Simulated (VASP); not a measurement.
# C, band structure: which settings are enough?

C, Fd-3m (no. 227), 2 atoms in the cell. RPBE; PAW potentials C (PBE set). VASP 6.6.1.

Wanted: band energies at the path's corners within 0.02 eV; smallest gap over path and mesh within 0.01 eV.

What the run is for: bands; Accuracy asked: standard; Route: fixed density (ICHARG 11).

Band energies at the path's corners: counted from the valence top.

POSCAR:
```
C
1.0
    0.0000000000      1.7833700000      1.7833700000
    1.7833700000      0.0000000000      1.7833700000
    1.7833700000      1.7833700000      0.0000000000
C
2
Direct
    0.7500000000      0.7500000000      0.7500000000
    0.5000000000      0.5000000000      0.5000000000
```

The series start from Plane-wave cutoff (eV): 460; k-point mesh: 9 × 9 × 9; k points a path segment: 12; Electronic threshold (eV): 1e-6; Precision mode (PREC): Accurate; Bands in all (NBANDS): 16; Aspherical gradient terms in the spheres (LASPH): yes. Each series keeps the choices made before it, and each single choice may use up half of a tolerance. Times cover all steps of a run.

## Plane-wave cutoff (eV)

| Plane-wave cutoff (eV) | Band energies at the path's corners, largest deviation (eV) | Smallest gap over path and mesh (eV) | Time (s) |
|---|---|---|---|
| 320 | 0.108 | 4.167 | 7.1 |
| 400 | 0.021 | 4.105 | 7.2 |
| 460 | 0.005 | 4.124 | 9.6 |
| 520 | 0.002 | 4.123 | 11 |
| 640 (reference) | 0.000 | 4.124 | 16 |

## k-point mesh

| k-point mesh | Band energies at the path's corners, largest deviation (eV) | Smallest gap over path and mesh (eV) | Time (s) |
|---|---|---|---|
| 4 × 4 × 4 | 0.012 | 4.113 | 7.6 |
| 5 × 5 × 5 | 0.004 | 4.120 | 7.8 |
| 6 × 6 × 6 | 0.001 | 4.122 | 7.9 |
| 7 × 7 × 7 | 0.000 | 4.123 | 8.6 |
| 9 × 9 × 9 | 0.000 | 4.124 | 9.6 |
| 11 × 11 × 11 | 0.000 | 4.124 | 11 |
| 13 × 13 × 13 (reference) | 0.000 | 4.124 | 13 |

## Electronic threshold (eV)

| Electronic threshold (eV) | Band energies at the path's corners, largest deviation (eV) | Smallest gap over path and mesh (eV) | Time (s) |
|---|---|---|---|
| 0.001 | 0.000 | 4.124 | 4.8 |
| 0.0001 | 0.000 | 4.124 | 4.8 |
| 1e-5 | 0.000 | 4.124 | 5.1 |
| 1e-6 | 0.000 | 4.124 | 5.1 |
| 1e-7 (reference) | 0.000 | 4.124 | 5.2 |

## Precision mode (PREC)

| Precision mode (PREC) | Band energies at the path's corners, largest deviation (eV) | Smallest gap over path and mesh (eV) | Time (s) |
|---|---|---|---|
| SingleN | 0.001 | 4.125 | 3.7 |
| Normal | 0.000 | 4.124 | 3.7 |
| Accurate (reference) | 0.000 | 4.124 | 4.8 |

## Bands in all (NBANDS)

| Bands in all (NBANDS) | Band energies at the path's corners, largest deviation (eV) | Smallest gap over path and mesh (eV) | Time (s) |
|---|---|---|---|
| 6 | 0.001 | 4.125 | 2.8 |
| 7 | 0.000 | 4.125 | 2.8 |
| 8 | 0.000 | 4.125 | 2.9 |
| 10 | 0.000 | 4.125 | 2.9 |
| 16 | 0.000 | 4.125 | 3.7 |
| 26 (reference) | 0.000 | 4.125 | 4.4 |

## Aspherical gradient terms in the spheres (LASPH)

| Aspherical gradient terms in the spheres (LASPH) | Band energies at the path's corners, largest deviation (eV) | Smallest gap over path and mesh (eV) | Time (s) |
|---|---|---|---|
| no | 0.000 | 4.125 | 2.4 |
| yes (reference) | 0.000 | 4.125 | 2.8 |

## Question

The rows run from the loosest to the tightest. For each series: choose the loosest value from which every tighter one stays within half of the tolerance.

## Answer

- Plane-wave cutoff (eV): 460
- k-point mesh: 5 × 5 × 5
- Electronic threshold (eV): 0.001
- Precision mode (PREC): SingleN
- Bands in all (NBANDS): 6
- Aspherical gradient terms in the spheres (LASPH): no

Also changed on the way, by series that aren't shown: k points a path segment: 5.

## All choices together

| Input | Band energies at the path's corners, largest deviation (eV) | Smallest gap over path and mesh (eV) | Time (s) |
|---|---|---|---|
| the program's defaults (naive) | 0.022 | 4.104 | 4.4 |
| chosen settings | 0.004 | 4.125 | 2.4 |
| reference settings throughout | 0.000 | 4.126 | 60 |

The tolerance is met.

## The input

INCAR.step1:
```
SYSTEM = C
  GGA = RP
  ISMEAR = 0
  SIGMA = 0.03
  LWAVE = .FALSE.
  LCHARG = .TRUE.
  NBANDS = 6
  PREC = SingleN
  LASPH = .FALSE.
  LREAL = .FALSE.
  ALGO = Normal
  EDIFF = 0.001
  NELM = 120
  GGA_COMPAT = .FALSE.
  ENCUT = 460
  EFERMI = MIDGAP
```

INCAR.step2, as INCAR.step1 but for:
```
- LCHARG = .TRUE.
+ LCHARG = .FALSE.
+ ICHARG = 11
```

KPOINTS.step1:
```
Automatic mesh
0
Gamma
  5 5 5
  0 0 0
```

KPOINTS.step2:
```
path GXWKGLUWLK,UX
5
line-mode
reciprocal
 0.0000000000  0.0000000000  0.0000000000  G
 0.5000000000  0.0000000000  0.5000000000  X

 0.5000000000  0.0000000000  0.5000000000  X
 0.5000000000  0.2500000000  0.7500000000  W

 0.5000000000  0.2500000000  0.7500000000  W
 0.3750000000  0.3750000000  0.7500000000  K

 0.3750000000  0.3750000000  0.7500000000  K
 0.0000000000  0.0000000000  0.0000000000  G

 0.0000000000  0.0000000000  0.0000000000  G
 0.5000000000  0.5000000000  0.5000000000  L

 0.5000000000  0.5000000000  0.5000000000  L
 0.6250000000  0.2500000000  0.6250000000  U

 0.6250000000  0.2500000000  0.6250000000  U
 0.5000000000  0.2500000000  0.7500000000  W

 0.5000000000  0.2500000000  0.7500000000  W
 0.5000000000  0.5000000000  0.5000000000  L

 0.5000000000  0.5000000000  0.5000000000  L
 0.3750000000  0.3750000000  0.7500000000  K

 0.6250000000  0.2500000000  0.6250000000  U
 0.5000000000  0.0000000000  0.5000000000  X
```

Commands (each step's output is kept before the next begins):
```
cat potpaw_PBE.64/C/POTCAR > POTCAR
cp INCAR.step1 INCAR
cp KPOINTS.step1 KPOINTS
mpirun -np 1 vasp_std > vasp.out
cp INCAR.step2 INCAR
cp KPOINTS.step2 KPOINTS
mpirun -np 1 vasp_std > vasp.out
```

Limits: RPBE gaps are mostly well below measured ones.

The chosen input took VASP 6.6.1 2.4 s on 1 core (AMD EPYC 9R45 (Zen 5)), a shared host.

## An input that fails: too few electronic steps

The electronic loop stops at its limit of 6 steps.

Changes against the starting input:
```
- NELM = 120
+ NELM = 6
```
